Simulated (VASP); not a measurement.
# Co in VASP: reference runs

Reference runs on Co: the cell as given.

Everything below comes from runs of VASP 6.6.1. Logs are shortened: lines on timing, memory, paths and dates and some standing lists are left out, and cuts for length are marked.

## 1. The cell of the first run

The cell holds a slab with vacuum, 6 atoms: a = 2.540 Å, b = 2.540 Å, c = 25.367 Å, α = 90.00°, β = 90.00°, γ = 120.00°.

The slab is cut from a database's or a generator's crystal, which needn't be the stable form of the element.

## 2. Single point, PBE, collinear spin, ferromagnetic start (the (1 1 1) slab of Co, cut from the database cell, not relaxed)

INCAR reads:

```
SYSTEM = Co
PREC = Accurate
ENCUT = 520
EDIFF = 1E-7
ISMEAR = -1
SIGMA = 0.05
LREAL = .False.
LASPH = .True.
NELM = 120
ALGO = Normal
ISIF = 2
LWAVE = .False.
LCHARG = .True.
ISPIN = 2
MAGMOM = 2 2 2 2 2 2
LORBIT = 11
LMAXMIX = 4
LDIPOL = .True.
IDIPOL = 3
DIPOL = 0.5 0.5 0.500
GGA = PE
LELF = .True.
LVHAR = .True.
LVACPOTAV = .True.
NBANDS = 40
```

KPOINTS reads:

```
Automatic mesh
0
Gamma
  12 12 1
  0 0 0
```

POSCAR reads:

```
Co
1.0
    2.5395032940      0.0000000000      0.0000000000
   -1.2697516470      2.1992743656      0.0000000000
    0.0000000000      0.0000000000     25.3674787838
Co
6
Direct
    0.6666666667      0.3333333333      0.2956541351
    0.3333333333      0.6666666667      0.3773924811
    0.0000000000      0.0000000000      0.4591308270
    0.6666666667      0.3333333333      0.5408691730
    0.3333333333      0.6666666667      0.6226075189
    0.0000000000      0.0000000000      0.7043458649
```

Potentials or basis: VASP PAW PBE potentials, release 64 (Co).

The run is started by

```console
cat potpaw_PBE.64/Co/POTCAR > POTCAR
mpirun -np 1 vasp_std > vasp.out
```

OUTCAR:

```text
SYSTEM = Co
   PREC = Accurate
   ENCUT = 520
   EDIFF = 1E-7
   ISMEAR = -1
   LREAL = .False.
   LASPH = .True.
   NELM = 120
   ISIF = 2
   ISPIN = 2
   LORBIT = 11
   GGA = PE

 ion  position               nearest neighbor table
   1  0.667  0.333  0.296-   2 2.54   2 2.54   2 2.54
   2  0.333  0.667  0.377-   3 2.54   3 2.54   3 2.54   1 2.54   1 2.54   1 2.54
   3  0.000  0.000  0.459-   2 2.54   2 2.54   2 2.54   4 2.54   4 2.54   4 2.54
   4  0.667  0.333  0.541-   5 2.54   5 2.54   5 2.54   3 2.54   3 2.54   3 2.54
   5  0.333  0.667  0.623-   4 2.54   4 2.54   4 2.54   6 2.54   6 2.54   6 2.54
   6  0.000  0.000  0.704-   5 2.54   5 2.54   5 2.54

  LATTYP: Found a hexagonal cell.
 ALAT       =     2.5395032940
 C/A-ratio  =     9.9891497852

  Lattice vectors:

 A1 = (   2.5395032940,   0.0000000000,   0.0000000000)
 A2 = (  -1.2697516470,   2.1992743656,   0.0000000000)
 A3 = (   0.0000000000,   0.0000000000,  25.3674787838)

Analysis of symmetry for initial positions (statically):
=====================================================================
 Subroutine PRICEL returns:
 Original cell was already a primitive cell.

 Routine SETGRP: Setting up the symmetry group for a
 hexagonal supercell.

 Subroutine GETGRP returns: Found 12 space group operations
 (whereof  6 operations were pure point group operations)
 out of a pool of 24 trial point group operations.

The static configuration has the point symmetry C_3v.
 The point group associated with its full space group is D_3d.

Analysis of symmetry for dynamics (positions and initial velocities):
=====================================================================
 Subroutine PRICEL returns:
 Original cell was already a primitive cell.

 Routine SETGRP: Setting up the symmetry group for a
 hexagonal supercell.

 Subroutine GETGRP returns: Found 12 space group operations
 (whereof  6 operations were pure point group operations)
 out of a pool of 24 trial point group operations.

The dynamic configuration has the point symmetry C_3v.
 The point group associated with its full space group is D_3d.

Analysis of structural, dynamic, and magnetic symmetry:
=====================================================================
 Subroutine PRICEL returns:
 Original cell was already a primitive cell.

 Routine SETGRP: Setting up the symmetry group for a
 hexagonal supercell.

 Subroutine GETGRP returns: Found 12 space group operations
 (whereof  6 operations were pure point group operations)
 out of a pool of 24 trial point group operations.

The overall configuration has the point symmetry C_3v.
 The point group associated with its full space group is D_3d.

 Subroutine INISYM returns: Found 12 space group operations
 (whereof  6 operations are pure point group operations),
 and found     1 'primitive' translations

----------------------------------------------------------------------------------------

                                     Primitive cell

  volume of cell :     141.6790

  direct lattice vectors                    reciprocal lattice vectors
     2.539503294  0.000000000  0.000000000     0.393777792  0.227347714  0.000000000
    -1.269751647  2.199274366  0.000000000     0.000000000  0.454695428  0.000000000
     0.000000000  0.000000000 25.367478784     0.000000000  0.000000000  0.039420551

  length of vectors
     2.539503294  2.539503294 25.367478784     0.454695428  0.454695428  0.039420551

  position of ions in fractional coordinates (direct lattice)
     0.666666667  0.333333333  0.295654135
     0.333333333  0.666666667  0.377392481
     0.000000000  0.000000000  0.459130827
     0.666666667  0.333333333  0.540869173
     0.333333333  0.666666667  0.622607519
     0.000000000  0.000000000  0.704345865

  ion indices of the primitive-cell ions
   primitive index   ion index
                 1           1
                 2           2
                 3           3
                 4           4
                 5           5
                 6           6

----------------------------------------------------------------------------------------

 KPOINTS: Automatic mesh

Automatic generation of k-mesh.
[... 44 lines left out ...]
   total plane-waves  NPLWV =  76800
   dimension x,y,z NGX =    20 NGY =   20 NGZ =  192
   dimension x,y,z NGXF=    40 NGYF=   40 NGZF=  384
   ions per type =               6
   NGX,Y,Z   is equivalent  to a cutoff of  13.09, 13.09, 12.58 a.u.
   NGXF,Y,Z  is equivalent  to a cutoff of  26.19, 26.19, 25.17 a.u.
 SYSTEM =  Co
   PREC   = accura    normal or accurate (medium, high low for compatibility)
   ISTART =      0    job   : 0-new  1-cont  2-samecut
   ICHARG =      2    charge: 1-file 2-atom 10-const
   ISPIN  =      2    spin polarized calculation?
   LNONCOLLINEAR =      F non collinear calculations
   LSORBIT =      F    spin-orbit coupling
   LASPH  =      T    aspherical Exc in radial PAW
   ENCUT  =  520.0 eV  38.22 Ry    6.18 a.u.   4.72  4.72 47.17*2*pi/ulx,y,z
   NELM   =    120;   NELMIN=  2; NELMDL= -5     # of ELM steps
   EDIFF  = 0.1E-06   stopping-criterion for ELM
   LREAL  =      F    real-space projection
   EDIFFG = 0.1E-05   stopping-criterion for IOM
   NSW    =      0    number of steps for IOM
   IBRION =     -1    ionic relax: 0-MD 1-quasi-New 2-CG
   NFREE  =      0    steps in history (QN), initial steepest desc. (CG)
   ISIF   =      2    stress and relaxation
   ISYM   =      2    0-nonsym 1-usesym 2-fastsym
   POTIM  = 0.5000    time-step for ionic-motion
   TEBEG  =    0.0;   TEEND  =   0.0 temperature during run
   PSTRESS=    0.0 pullay stress
   NELECT =      54.0000    total number of electrons
   NUPDOWN=      -1.0000    fix difference up-down
   EMIN   =  10.00;   EMAX   =-10.00  energy-range for DOS
   EFERMI =   0.00;   METHOD = LEGACY
   ISMEAR =    -1;   SIGMA  =   0.05  broadening in eV -4-tet -1-fermi 0-gaus
   EFERMI_NEDOS =   21; number of points for ismear=-14 and -15
   IALGO  =     38    algorithm
   IMIX   =      4    mixing-type and parameters
     AMIX     =   0.40;   BMIX     =  1.00
     AMIX_MAG =   1.60;   BMIX_MAG =  1.00
  volume/ion in A,a.u.               =      23.61       159.35
  Fermi-wavevector in a.u.,A,eV,Ry     =   1.186964  2.243037 19.169028  1.408884
  Thomas-Fermi vector in A             =   2.323126
   LORBIT       =     11    0 simple, 1 ext, 2 COOP (PROOUT), +10 PAW based schemes
   GGA     = PE    functional components
   LHFCALC =     F    Hartree Fock is set to
   AEXX    =    0.0000 exact exchange contribution
   IVDW    =     0    specifies the selected vdW correction
   LEPSILON=     F    determine dielectric tensor
   LRPA    =     F    only Hartree local field effects (RPA)
 spin polarized calculation
  energy-cutoff  :      520.00
  volume of cell :      141.68
 maximum number of plane-waves:      3851
 NGX is ok and might be reduce to    20

 dipolmoment           0.000000      0.000000     -0.000000 electrons x Angstroem

 number of electron      54.0000008 magnetization      10.3106336

 dipolmoment           0.000000      0.000000      0.000002 electrons x Angstroem

 Free energy of the ion-electron system (eV)
  ---------------------------------------------------
  ext. energy  EPLUGINS =         0.00000000
  ---------------------------------------------------
  free energy    TOTEN  =       -40.47716298 eV

  energy without entropy =      -40.41677731  energy(sigma->0) =      -40.44697015

 E-fermi :   2.1943     XC(G=0):  -7.1551

 val. band max:        2.1931904009   @ k =   0.1667   0.1667   0.0000
 cond. band min:       2.1996052625   @ k =   0.1667   0.0000   0.0000
 fundamental gap:      0.0064148616
 Fermi energy:         2.1943234061

 spin component 1

 k-point     1 :       0.0000    0.0000    0.0000
  band No.  band energies     occupation
      1      -6.2436      1.00000
      2      -5.5922      1.00000
      3      -4.6126      1.00000
      4      -3.5708      1.00000
      5      -2.9195      1.00000
      6      -2.7587      1.00000
[... 787 lines left out ...]
     38       8.8780      0.00000
     39       8.8780      0.00000
 Fermi energy:         2.1943234061

 spin component 2

 k-point     1 :       0.0000    0.0000    0.0000
  band No.  band energies     occupation
      1      -6.2374      1.00000
      2      -5.5836      1.00000
      3      -4.5758      1.00000
      4      -3.3858      1.00000
      5      -2.3675      1.00000
      6      -1.9037      1.00000
[... 787 lines left out ...]
     38       9.5411      0.00000
     39       9.5411      0.00000
 [bands above 39 left out]

------------------------ aborting loop because EDIFF is reached ----------------------------------------

  FORCE on cell =-STRESS in cart. coord.  units (eV):
  Direction    XX          YY          ZZ          XY          YZ          ZX
  --------------------------------------------------------------------------------------
  -------------------------------------------------------------------------------------
  Total       -6.3384501     -6.3384501     -5.1406463      0.0000000      0.0000000      0.0000000
  in kB      -71.6783759    -71.6783759    -58.1330101      0.0000000      0.0000000      0.0000000
  external PRESSURE =     -67.1632540 kB  Pullay stress =       0.0000000 kB

 VOLUME and BASIS-vectors are now :
 -----------------------------------------------------------------------------
  energy-cutoff  :      520.00
  volume of cell :      141.68
      direct lattice vectors                 reciprocal lattice vectors
     2.539503294  0.000000000  0.000000000     0.393777792  0.227347714  0.000000000
    -1.269751647  2.199274366  0.000000000     0.000000000  0.454695428  0.000000000
     0.000000000  0.000000000 25.367478784     0.000000000  0.000000000  0.039420551

 POSITION                                       TOTAL-FORCE (eV/Angst)
 -----------------------------------------------------------------------------------
      1.26975      0.73309      7.50000         0.000000     -0.000000      0.717507
     -0.00000      1.46618      9.57350         0.000000     -0.000000     -0.416078
      0.00000      0.00000     11.64699        -0.000000     -0.000000      0.137187
      1.26975      0.73309     13.72049         0.000000      0.000000     -0.137187
     -0.00000      1.46618     15.79398        -0.000000      0.000000      0.416078
      0.00000      0.00000     17.86748        -0.000000      0.000000     -0.717507
 -----------------------------------------------------------------------------------
    total drift:                               -0.000000      0.000000      0.000252

  FREE ENERGIE OF THE ION-ELECTRON SYSTEM (eV)
  ---------------------------------------------------
  free  energy   TOTEN  =       -40.4771629843 eV

  energy  without entropy=      -40.4167773127  energy(sigma->0) =      -40.44697015

 vacuum level on the upper side and lower side of the slab         7.155         7.155

 total charge

# of ion       s       p       d       tot
------------------------------------------
    1        0.457   0.362   7.200   8.019
    2        0.462   0.468   7.219   8.148
    3        0.464   0.469   7.219   8.152
    4        0.464   0.469   7.219   8.152
    5        0.462   0.468   7.219   8.148
    6        0.457   0.362   7.200   8.019
--------------------------------------------------
tot          2.767   2.597  43.274  48.638

 magnetization (x)

# of ion       s       p       d       tot
------------------------------------------
    1       -0.009  -0.043   1.845   1.792
    2       -0.012  -0.050   1.805   1.744
    3       -0.012  -0.047   1.780   1.721
    4       -0.012  -0.047   1.780   1.721
    5       -0.012  -0.050   1.805   1.744
    6       -0.009  -0.043   1.845   1.792
--------------------------------------------------
tot         -0.066  -0.279  10.858  10.513
```

Run time: 12 min. Hardware: 1 thread of AMD EPYC 7R43 (Zen 3), shared host; peak memory 0.35 GiB.

Results:

- Free energy: -40.4772 eV
- Largest force: 0.718 eV/Å
- Band gap on the k mesh: none (metal or under the smearing width)
- Net moment: 10.31 μB per cell
- Site moments: Co +1.79, +1.74, +1.72 μB
- Valence electrons inside the program's atomic spheres: Co 8.02, 8.15
- Work function of the upper face: 4.96 eV
- Work function of the lower face: 4.96 eV

Forces on the atoms (eV/Å):
```
Co   0.000  0.000  0.718
Co   0.000  0.000 -0.416
Co   0.000  0.000  0.137
Co   0.000  0.000 -0.137
Co   0.000  0.000  0.416
Co   0.000  0.000 -0.718
```
